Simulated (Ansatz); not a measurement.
Te2Pt (Moncheite):

```xyz
3
Lattice="4.0100 0.0000 0.0000 -2.0050 3.4728 0.0000 0.0000 0.0000 5.2010" Properties=species:S:1:pos:R:3 pbc="T T T"
Pt    0.0000    0.0000    0.0000
Te    2.0050    1.1576    3.9007
Te    0.0000    2.3152    1.3002
```

- Program: Ansatz 0.2.0
- Task: relaxation of cell and atoms
- Functional: revPBE
- Dispersion: D3(BJ)
- Potentials or basis: Ansatz PAW
- Cutoff: 420 eV (not typed: the program's choice for these potentials)
- k mesh: 8 × 8 × 5
- Occupations: fermi-dirac, width 0.05 eV
- Spin: no spin polarisation

At the start: volume 24.14 Å³/atom.

Problem. How do energy, volume and symmetry change on relaxing?

Solution. It ends after 6 steps and the volume is 23.44 Å³/atom (-2.9 %); space group P-3m1 (No. 164, to 0.05 Å).

Step by step:
```
step  energy change (eV)  largest force (eV/Å)  volume (Å³)
   1              0.0000                1.1120        72.43
   2             -0.0108                1.0122        72.27
   3             -0.1233                0.0799        71.23
   4             -0.1268                0.0103        70.08
   5             -0.1269                0.0000        70.32
   6             -0.1264                0.0002        70.32
```

Final structure:
```
CELL_PARAMETERS angstrom
4.03027 0.00000 0.00000
-2.01513 3.49031 0.00000
0.00000 0.00000 4.99872
ATOMIC_POSITIONS crystal
Pt 0.00000 0.00000 0.00000
Te 0.66667 0.33333 0.72725
Te 0.33333 0.66667 0.27275
```

Caveat: the plane-wave basis is chosen anew once the cell has moved, so the energies of steps on either side of that aren't comparable; the PAW data sets come from PBE, with cores solved anew for the run's functional, which leaves a small shift of forces and pressure.
